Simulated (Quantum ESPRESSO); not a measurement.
# AlP(110), H on both faces: a series in the number of layers, part 9 of 12

What law, if any, do the results for AlP(110), H on both faces follow against the number of layers?

Quantum ESPRESSO 7.5; plane-wave DFT, PBE, GBRV ultrasoft pseudopotentials.

So far. Step 10 (Bands along a path, 3 layers): Along this path the valence top lies at Γ and the conduction bottom at Y. Step 11 (Relaxing the ions, 4 layers): The relaxation lowers the energy by 10 meV an atom.

The structure was built from a prototype and need not be the compound's stable phase.

**14. Relaxation with pw.x, 9 layers**

System of this step: AlP(110), H on both faces, 9 layers. The cell holds 22 atoms: 4 H, 9 Al and 9 P. Its edges and angles: a = 5.503 Å, b = 3.894 Å, c = 34.128 Å, α = 90.0°, β = 90.0°, γ = 90.0°. It derives from AlP. Vacuum lies along c.

m6.relax.in

```
&control
  prefix = 'm6.relax'
  outdir = './out'
  pseudo_dir = './pseudo'
  nstep = 80
  forc_conv_thr = 0.0006
  calculation = 'relax'
/
&system
  ibrav = 0
  nat = 22
  ntyp = 3
  ecutwfc = 40
  ecutrho = 200
  occupations = 'smearing'
  smearing = 'fd'
  degauss = 0.002
/
&electrons
  conv_thr = 1e-08
  mixing_beta = 0.4
  electron_maxstep = 120
  mixing_mode = 'plain'
/
&ions
/
ATOMIC_SPECIES
  H   1.0080  h_pbe_v1.4.uspp.F.UPF
  Al  26.9815  al_pbe_v1.uspp.F.UPF
  P   30.9738  p_pbe_v1.5.uspp.F.UPF
CELL_PARAMETERS angstrom
  5.50329919300000 0.00000000000000 0.00000000000000
  0.00000000000000 3.89386087700000 0.00000000000000
  0.00000000000000 0.00000000000000 34.12829606775356
ATOMIC_POSITIONS crystal
  H   0.835491847100 0.000000000000 0.234271366573
  H   0.399838636100 0.500000000000 0.237618797545
  Al  0.000000000000 0.000000000000 0.271810413900
  P   0.250000000000 0.500000000000 0.271810413900
  Al  0.500000000000 0.500000000000 0.328857810425
  P   0.750000000000 0.000000000000 0.328857810425
  Al  0.000000000000 0.000000000000 0.385905206950
  P   0.250000000000 0.500000000000 0.385905206950
  Al  0.500000000000 0.500000000000 0.442952603475
  P   0.750000000000 0.000000000000 0.442952603475
  Al  0.000000000000 0.000000000000 0.500000000000
  P   0.250000000000 0.500000000000 0.500000000000
  Al  0.500000000000 0.500000000000 0.557047396525
  P   0.750000000000 0.000000000000 0.557047396525
  Al  0.000000000000 0.000000000000 0.614094793050
  P   0.250000000000 0.500000000000 0.614094793050
  Al  0.500000000000 0.500000000000 0.671142189575
  P   0.750000000000 0.000000000000 0.671142189575
  Al  0.000000000000 0.000000000000 0.728189586100
  P   0.250000000000 0.500000000000 0.728189586100
  H   0.399838636100 0.500000000000 0.762381202455
  H   0.835491847100 0.000000000000 0.765728633427
K_POINTS automatic
  4 4 1 0 0 0
```

The run is started by

```bash
OMP_NUM_THREADS=1 mpirun -n 4 pw.x -nk 1 -in m6.relax.in > m6.relax.out
```

Log:

```text
[banner, memory and clock lines left out]
Program PWSCF v.7.5 starts
[...]
Message from routine setup:
[...]
number of electrons       =        76.00
     number of Kohn-Sham states=           46
     kinetic-energy cutoff     =      40.0000  Ry
     charge density cutoff     =     200.0000  Ry
[...]
number of k points=     9  Fermi-Dirac smearing, width (Ry)=  0.0020
[...]
Dense  grid:   235909 G-vectors     FFT dimensions: (  48,  36, 300)
[...]
negative rho (up, down):  3.727E-04 0.000E+00
     Starting wfcs are   76 randomized atomic wfcs
[...]
negative rho (up, down):  3.879E-04 0.000E+00
[...]
estimated scf accuracy    <       1.03499307 Ry
[...]
negative rho (up, down):  4.607E-04 0.000E+00
[...]
estimated scf accuracy    <       0.19123200 Ry
[...]
negative rho (up, down):  5.585E-04 0.000E+00
[...]
estimated scf accuracy    <       0.03019292 Ry
[...]
negative rho (up, down):  6.418E-04 0.000E+00
[...]
estimated scf accuracy    <       0.02812909 Ry
[...]
negative rho (up, down):  6.848E-04 0.000E+00
[...]
estimated scf accuracy    <       0.00147869 Ry
[...]
negative rho (up, down):  7.110E-04 0.000E+00
[...]
estimated scf accuracy    <       0.00030394 Ry
[...]
negative rho (up, down):  7.216E-04 0.000E+00
[...]
estimated scf accuracy    <       0.00002009 Ry
[...]
negative rho (up, down):  7.273E-04 0.000E+00
[...]
estimated scf accuracy    <       0.00000703 Ry
[...]
negative rho (up, down):  7.303E-04 0.000E+00
[...]
estimated scf accuracy    <       0.00000068 Ry
[...]
negative rho (up, down):  7.316E-04 0.000E+00
[...]
estimated scf accuracy    <       0.00000049 Ry
[...]
negative rho (up, down):  7.324E-04 0.000E+00
[...]
estimated scf accuracy    <       0.00000002 Ry
[...]
negative rho (up, down):  7.328E-04 0.000E+00
[...]
estimated scf accuracy    <       0.00000004 Ry
[...]
negative rho (up, down):  7.334E-04 0.000E+00
[...]
the Fermi energy is     0.6792 ev
!    total energy              =    -205.41758936 Ry
     estimated scf accuracy    <          7.7E-10 Ry
     smearing contrib. (-TS)   =      -0.00000000 Ry
     internal energy E=F+TS    =    -205.41758936 Ry
[...]
one-electron contribution =   -2113.85250363 Ry
     hartree contribution      =    1076.70937019 Ry
     xc contribution           =     -94.71678556 Ry
     ewald contribution        =     926.44232966 Ry
     convergence has been achieved in  13 iterations
     negative rho (up, down):  7.334E-04 0.000E+00
[...]
Total force =     0.040251     Total SCF correction =     0.000056
[...]
negative rho (up, down):  7.432E-04 0.000E+00
[...]
negative rho (up, down):  7.362E-04 0.000E+00
[...]
estimated scf accuracy    <       0.00009655 Ry
[...]
negative rho (up, down):  7.336E-04 0.000E+00
[...]
estimated scf accuracy    <       0.00006969 Ry
[...]
negative rho (up, down):  7.296E-04 0.000E+00
[...]
estimated scf accuracy    <       0.00001574 Ry
[...]
negative rho (up, down):  7.280E-04 0.000E+00
[...]
estimated scf accuracy    <       0.00000182 Ry
[...]
negative rho (up, down):  7.279E-04 0.000E+00
[...]
estimated scf accuracy    <       0.00000034 Ry
[...]
negative rho (up, down):  7.277E-04 0.000E+00
[...]
estimated scf accuracy    <       0.00000007 Ry
[...]
negative rho (up, down):  7.276E-04 0.000E+00
[...]
the Fermi energy is     0.6830 ev
!    total energy              =    -205.41904205 Ry
     estimated scf accuracy    <          8.9E-09 Ry
     smearing contrib. (-TS)   =      -0.00000000 Ry
     internal energy E=F+TS    =    -205.41904205 Ry
[...]
one-electron contribution =   -2114.98246145 Ry
     hartree contribution      =    1077.29245255 Ry
     xc contribution           =     -94.71179153 Ry
     ewald contribution        =     926.98275838 Ry
     convergence has been achieved in   7 iterations
     negative rho (up, down):  7.276E-04 0.000E+00
[...]
Total force =     0.033050     Total SCF correction =     0.000096
[...]
negative rho (up, down):  7.400E-04 0.000E+00
[...]
negative rho (up, down):  7.319E-04 0.000E+00
[...]
estimated scf accuracy    <       0.00008489 Ry
[...]
negative rho (up, down):  7.288E-04 0.000E+00
[...]
estimated scf accuracy    <       0.00003952 Ry
[...]
negative rho (up, down):  7.256E-04 0.000E+00
[...]
estimated scf accuracy    <       0.00002149 Ry
[...]
negative rho (up, down):  7.248E-04 0.000E+00
[...]
estimated scf accuracy    <       0.00000128 Ry
[...]
negative rho (up, down):  7.248E-04 0.000E+00
[...]
estimated scf accuracy    <       0.00000038 Ry
[...]
negative rho (up, down):  7.247E-04 0.000E+00
[...]
estimated scf accuracy    <       0.00000010 Ry
[...]
negative rho (up, down):  7.247E-04 0.000E+00
[...]
estimated scf accuracy    <       0.00000001 Ry
[...]
negative rho (up, down):  7.248E-04 0.000E+00
[...]
estimated scf accuracy    <          2.7E-09 Ry
[...]
negative rho (up, down):  7.248E-04 0.000E+00
[...]
the Fermi energy is     0.6857 ev
!    total energy              =    -205.42036324 Ry
     estimated scf accuracy    <          2.6E-10 Ry
     smearing contrib. (-TS)   =      -0.00000000 Ry
     internal energy E=F+TS    =    -205.42036324 Ry
[...]
one-electron contribution =   -2115.94316458 Ry
     hartree contribution      =    1077.78651922 Ry
     xc contribution           =     -94.70874260 Ry
     ewald contribution        =     927.44502472 Ry
     convergence has been achieved in   9 iterations
     negative rho (up, down):  7.248E-04 0.000E+00
[...]
Total force =     0.028109     Total SCF correction =     0.000025
[...]
negative rho (up, down):  7.468E-04 0.000E+00
[...]
negative rho (up, down):  7.330E-04 0.000E+00
[...]
estimated scf accuracy    <       0.00022203 Ry
[...]
negative rho (up, down):  7.294E-04 0.000E+00
[...]
estimated scf accuracy    <       0.00011477 Ry
[...]
negative rho (up, down):  7.273E-04 0.000E+00
[...]
estimated scf accuracy    <       0.00004100 Ry
[...]
negative rho (up, down):  7.267E-04 0.000E+00
[...]
estimated scf accuracy    <       0.00000620 Ry
[...]
negative rho (up, down):  7.266E-04 0.000E+00
[...]
estimated scf accuracy    <       0.00000051 Ry
[...]
negative rho (up, down):  7.266E-04 0.000E+00
[...]
estimated scf accuracy    <       0.00000007 Ry
[...]
negative rho (up, down):  7.261E-04 0.000E+00
[...]
estimated scf accuracy    <       0.00000002 Ry
[...]
negative rho (up, down):  7.262E-04 0.000E+00
[...]
estimated scf accuracy    <          3.0E-09 Ry
[...]
negative rho (up, down):  7.262E-04 0.000E+00
[...]
the Fermi energy is     0.7029 ev
!    total energy              =    -205.42377175 Ry
     estimated scf accuracy    <          3.1E-10 Ry
     smearing contrib. (-TS)   =      -0.00000000 Ry
     internal energy E=F+TS    =    -205.42377175 Ry
[...]
one-electron contribution =   -2118.79999324 Ry
     hartree contribution      =    1079.25102628 Ry
     xc contribution           =     -94.70061871 Ry
     ewald contribution        =     928.82581392 Ry
     convergence has been achieved in   9 iterations
     negative rho (up, down):  7.262E-04 0.000E+00
[...]
Total force =     0.021185     Total SCF correction =     0.000024
[...]
negative rho (up, down):  8.146E-04 0.000E+00
[...]
negative rho (up, down):  7.710E-04 0.000E+00
[...]
estimated scf accuracy    <       0.00096635 Ry
[...]
negative rho (up, down):  7.500E-04 0.000E+00
[...]
estimated scf accuracy    <       0.00030303 Ry
[...]
negative rho (up, down):  7.379E-04 0.000E+00
[...]
estimated scf accuracy    <       0.00020797 Ry
[...]
negative rho (up, down):  7.343E-04 0.000E+00
[...]
estimated scf accuracy    <       0.00002426 Ry
[...]
negative rho (up, down):  7.331E-04 0.000E+00
[...]
estimated scf accuracy    <       0.00000316 Ry
[...]
negative rho (up, down):  7.328E-04 0.000E+00
[...]
estimated scf accuracy    <       0.00000028 Ry
[...]
negative rho (up, down):  7.328E-04 0.000E+00
[...]
estimated scf accuracy    <       0.00000005 Ry
[...]
negative rho (up, down):  7.329E-04 0.000E+00
[...]
estimated scf accuracy    <          5.1E-09 Ry
[...]
negative rho (up, down):  7.332E-04 0.000E+00
[...]
the Fermi energy is     0.7080 ev
!    total energy              =    -205.42524548 Ry
     estimated scf accuracy    <          6.8E-10 Ry
     smearing contrib. (-TS)   =      -0.00000000 Ry
     internal energy E=F+TS    =    -205.42524548 Ry
[...]
one-electron contribution =   -2120.86786472 Ry
     hartree contribution      =    1080.30590535 Ry
     xc contribution           =     -94.69366891 Ry
     ewald contribution        =     929.83038281 Ry
     convergence has been achieved in   9 iterations
     negative rho (up, down):  7.332E-04 0.000E+00
[...]
Total force =     0.022719     Total SCF correction =     0.000040
[...]
negative rho (up, down):  7.748E-04 0.000E+00
[...]
negative rho (up, down):  7.607E-04 0.000E+00
[...]
estimated scf accuracy    <       0.00014159 Ry
[...]
negative rho (up, down):  7.504E-04 0.000E+00
[...]
estimated scf accuracy    <       0.00004116 Ry
[...]
negative rho (up, down):  7.478E-04 0.000E+00
[...]
estimated scf accuracy    <       0.00001897 Ry
[...]
negative rho (up, down):  7.466E-04 0.000E+00
[...]
estimated scf accuracy    <       0.00000196 Ry
[...]
negative rho (up, down):  7.460E-04 0.000E+00
[...]
estimated scf accuracy    <       0.00000028 Ry
[...]
negative rho (up, down):  7.458E-04 0.000E+00
[...]
estimated scf accuracy    <       0.00000005 Ry
[...]
negative rho (up, down):  7.457E-04 0.000E+00
[...]
estimated scf accuracy    <          9.5E-09 Ry
[...]
negative rho (up, down):  7.457E-04 0.000E+00
[...]
the Fermi energy is     0.7140 ev
!    total energy              =    -205.42575769 Ry
     estimated scf accuracy    <          1.1E-09 Ry
     smearing contrib. (-TS)   =      -0.00000000 Ry
     internal energy E=F+TS    =    -205.42575769 Ry
[...]
one-electron contribution =   -2121.31796675 Ry
     hartree contribution      =    1080.52963722 Ry
     xc contribution           =     -94.69190018 Ry
     ewald contribution        =     930.05447203 Ry
     convergence has been achieved in   8 iterations
     negative rho (up, down):  7.457E-04 0.000E+00
[...]
Total force =     0.019704     Total SCF correction =     0.000018
[...]
negative rho (up, down):  7.735E-04 0.000E+00
[...]
negative rho (up, down):  7.633E-04 0.000E+00
[...]
estimated scf accuracy    <       0.00022650 Ry
[...]
negative rho (up, down):  7.596E-04 0.000E+00
[...]
estimated scf accuracy    <       0.00011386 Ry
[...]
negative rho (up, down):  7.546E-04 0.000E+00
[...]
estimated scf accuracy    <       0.00005114 Ry
[...]
negative rho (up, down):  7.534E-04 0.000E+00
[...]
estimated scf accuracy    <       0.00000687 Ry
[...]
negative rho (up, down):  7.531E-04 0.000E+00
[...]
estimated scf accuracy    <       0.00000082 Ry
[...]
negative rho (up, down):  7.528E-04 0.000E+00
[...]
estimated scf accuracy    <       0.00000014 Ry
[...]
negative rho (up, down):  7.528E-04 0.000E+00
[...]
estimated scf accuracy    <       0.00000002 Ry
[...]
negative rho (up, down):  7.528E-04 0.000E+00
[...]
estimated scf accuracy    <          3.6E-09 Ry
[...]
negative rho (up, down):  7.528E-04 0.000E+00
[...]
estimated scf accuracy    <          6.1E-10 Ry
[...]
negative rho (up, down):  7.528E-04 0.000E+00
[...]
negative rho (up, down):  7.394E-04 0.000E+00
[...]
estimated scf accuracy    <       0.00003272 Ry
[...]
negative rho (up, down):  7.380E-04 0.000E+00
[...]
estimated scf accuracy    <       0.00000908 Ry
[...]
negative rho (up, down):  7.371E-04 0.000E+00
[...]
estimated scf accuracy    <       0.00000417 Ry
[...]
negative rho (up, down):  7.368E-04 0.000E+00
[...]
estimated scf accuracy    <       0.00000112 Ry
[...]
negative rho (up, down):  7.367E-04 0.000E+00
[...]
estimated scf accuracy    <       0.00000013 Ry
[...]
negative rho (up, down):  7.367E-04 0.000E+00
[...]
estimated scf accuracy    <       0.00000001 Ry
[...]
negative rho (up, down):  7.367E-04 0.000E+00
[...]
estimated scf accuracy    <          1.7E-09 Ry
[...]
negative rho (up, down):  7.367E-04 0.000E+00
[...]
estimated scf accuracy    <          3.2E-10 Ry
[...]
negative rho (up, down):  7.367E-04 0.000E+00
[...]
the Fermi energy is     0.7070 ev
!    total energy              =    -205.42706112 Ry
     estimated scf accuracy    <          3.9E-11 Ry
     smearing contrib. (-TS)   =      -0.00000000 Ry
     internal energy E=F+TS    =    -205.42706112 Ry
[...]
one-electron contribution =   -2121.68764739 Ry
     hartree contribution      =    1080.69324405 Ry
     xc contribution           =     -94.69935597 Ry
     ewald contribution        =     930.26669818 Ry
     convergence has been achieved in   9 iterations
     negative rho (up, down):  7.367E-04 0.000E+00
[...]
Total force =     0.004925     Total SCF correction =     0.000009
[...]
negative rho (up, down):  7.370E-04 0.000E+00
[...]
negative rho (up, down):  7.354E-04 0.000E+00
[...]
estimated scf accuracy    <       0.00001675 Ry
[...]
negative rho (up, down):  7.344E-04 0.000E+00
[...]
estimated scf accuracy    <       0.00000420 Ry
[...]
negative rho (up, down):  7.339E-04 0.000E+00
[...]
estimated scf accuracy    <       0.00000303 Ry
[...]
negative rho (up, down):  7.339E-04 0.000E+00
[...]
estimated scf accuracy    <       0.00000038 Ry
[...]
negative rho (up, down):  7.340E-04 0.000E+00
[...]
estimated scf accuracy    <       0.00000007 Ry
[...]
negative rho (up, down):  7.341E-04 0.000E+00
[...]
estimated scf accuracy    <          9.1E-09 Ry
[...]
negative rho (up, down):  7.341E-04 0.000E+00
[...]
estimated scf accuracy    <          2.7E-09 Ry
[...]
negative rho (up, down):  7.341E-04 0.000E+00
[...]
estimated scf accuracy    <          1.7E-10 Ry
[...]
negative rho (up, down):  7.341E-04 0.000E+00
[...]
```

Wall time 24 min (4 MPI ranks of Arm Neoverse V1, shared host); peak memory 1.2 GiB; 1.6 h of CPU time.

The steps of the relaxation:

```
step  energy less that of the first step (eV)  largest force (eV/Å)
   1                                   0.0000                0.4209
   2                                  -0.0198                0.3456
   3                                  -0.0377                0.2789
   4                                  -0.0598                0.2066
   5                                  -0.0841                0.1774
   6                                  -0.1042                0.1959
   7                                  -0.1111                0.1762
   8                                  -0.1192                0.1076
   9                                  -0.1223                0.0782
  10                                  -0.1237                0.0729
  11                                  -0.1251                0.0738
  12                                  -0.1268                0.0577
  13                                  -0.1281                0.0463
  14                                  -0.1289                0.0422
  15                                  -0.1294                0.0368
  16                                  -0.1297                0.0353
  17                                  -0.1300                0.0334
  18                                  -0.1302                0.0316
  19                                  -0.1304                0.0247
  20                                  -0.1305                0.0170
  21                                  -0.1306                0.0142
```

The atoms that moved most (Å):

```
atom      dx     dy      dz  length
 H22  -0.057  0.000   0.111   0.125
  H1  -0.057  0.000  -0.111   0.125
  H2  -0.033  0.000   0.104   0.110
 H21  -0.033  0.000  -0.104   0.110
  P4  -0.047  0.000   0.091   0.103
 P20  -0.047  0.000  -0.091   0.103
 Al3  -0.053  0.000  -0.081   0.097
Al19  -0.053  0.000   0.081   0.097
```

Final coordinates:

```cif
data_structure
_symmetry_space_group_name_H-M 'P 1'
_symmetry_Int_Tables_number 1
_cell_length_a 5.5033
_cell_length_b 3.8939
_cell_length_c 34.1283
_cell_angle_alpha 90.000
_cell_angle_beta 90.000
_cell_angle_gamma 90.000
_cell_volume 731.34
loop_
_atom_site_label
_atom_site_type_symbol
_atom_site_fract_x
_atom_site_fract_y
_atom_site_fract_z
_atom_site_occupancy
H1 H 0.82509 0.00000 0.23103 1
H2 H 0.39377 0.50000 0.24068 1
Al3 Al 0.99040 0.00000 0.26944 1
P4 P 0.24146 0.50000 0.27448 1
Al5 Al 0.50759 0.50000 0.32969 1
P6 P 0.75629 0.00000 0.32866 1
Al7 Al 0.00454 0.00000 0.38577 1
P8 P 0.25404 0.50000 0.38612 1
Al9 Al 0.50420 0.50000 0.44306 1
P10 P 0.75419 0.00000 0.44288 1
Al11 Al 0.00381 0.00000 0.50000 1
P12 P 0.25371 0.50000 0.50000 1
Al13 Al 0.50420 0.50000 0.55694 1
P14 P 0.75419 0.00000 0.55712 1
Al15 Al 0.00454 0.00000 0.61423 1
P16 P 0.25404 0.50000 0.61388 1
Al17 Al 0.50759 0.50000 0.67031 1
P18 P 0.75629 0.00000 0.67134 1
Al19 Al 0.99040 0.00000 0.73056 1
P20 P 0.24146 0.50000 0.72552 1
H21 H 0.39377 0.50000 0.75932 1
H22 H 0.82509 0.00000 0.76897 1
```

The relaxation lowers the energy by 6 meV an atom.

Read from the output:

| Property | Result |
| --- | --- |
| free energy | -2794.9793 eV |
| Fermi energy | 0.6976 eV |

(Part 9 of 12 ends here.)

[Logs are printed without paths, hosts, clocks, repeated set-up lines and the standing remarks that a program may print on its own settings, such as how far it seeks lower states.]

[Hosts, paths, dates, database ids (printed as entryN), source tags and the programs' standing remarks are cut or masked in the printed files.]

[Maps of the electrostatic potential energy from Ansatz leave out the sawtooth potential of an applied field or a dipole correction, so their vacuum need not be flat; planar profiles and work functions include it.]
